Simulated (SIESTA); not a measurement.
Runs of SIESTA 5.4.2 on Pb. The cell holds a slab with vacuum, 3 atoms: a = 3.480 Å, b = 3.480 Å, c = 20.590 Å, α = 90.00°, β = 90.00°, γ = 120.00°. The slab is cut from a database's or a generator's crystal, which needn't be the stable form of the element.

| level | gap on the mesh (eV) | largest force (eV/Å) |
| --- | --- | --- |
| vdW-DF2 | none | 0.76 |
| vdW-DF-cx | none | 0.15 |
| vdW-DF-C09 | none | (a) |
| PBE | none | 0.31 |
| VV10 | none | 0.41 |
| vdW-DF | none | (b) |
| optB88-vdW | none | 0.33 |

Alike in all rows: task single point; potentials or basis PseudoDojo 0.4 standard (PBE files), DZP (energy shift 0.003 Ry; two zetas on semicore shells); no spin polarisation; cell as given; k mesh 9 × 9 × 1; smearing fermi-dirac 0.05 eV; grid cutoff 500 Ry; energy shift 0.003 Ry.

Question: Fill in the values left out.

Answer: (a) 0.13; (b) 0.54.

Caveats: the basis of atomic orbitals isn't converged, which shifts pressures, moduli and gaps; the potentials were made for another functional, which shifts forces and pressure (some runs); the non-local part is tabulated coarsely and may be off by about a percent (some runs).

A k mesh can miss the band edges, and the runs leave out spin-orbit coupling on Pb.

A gap of «none» marks a metal or a gap under the smearing width.

Not every run made on this cell is shown here.
